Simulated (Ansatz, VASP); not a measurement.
# One calculation of Ge, two programs

```
CELL_PARAMETERS angstrom
3.08559 0.00000 0.00000
-1.54279 2.67220 0.00000
0.00000 0.00000 4.77982
ATOMIC_POSITIONS crystal
Ge 0.33333 0.66667 0.25000
Ge 0.66667 0.33333 0.75000
```

Alike in both runs: task single point; functional revPBE; k mesh 13 × 13 × 8; occupations fermi-dirac, width 0.1 eV; no spin polarisation.

|  | VASP | Ansatz |
| --- | --- | --- |
| version | VASP 6.6.1 | Ansatz 0.2.0 |
| potentials or method | VASP PAW PBE potentials, release 64 (Ge_d) | plane waves (420 eV) with PAW, scalar-relativistic |
| plane-wave cutoff (eV) | 520 | 420 |
| valence electrons in the cell | 28 | 28 |

|  | VASP | Ansatz | Ansatz less VASP |
| --- | --- | --- | --- |
| pressure (GPa) | 0.2 | 0.2 | +0.03 |
| largest component of the traceless stress (GPa) | 0.75 | 0.75 | +0.003 |

With one functional, cell and mesh, what is left measures potentials, basis and numerics.

Caveats: the PAW data sets were made with another functional, which shifts forces and pressure a little (VASP).
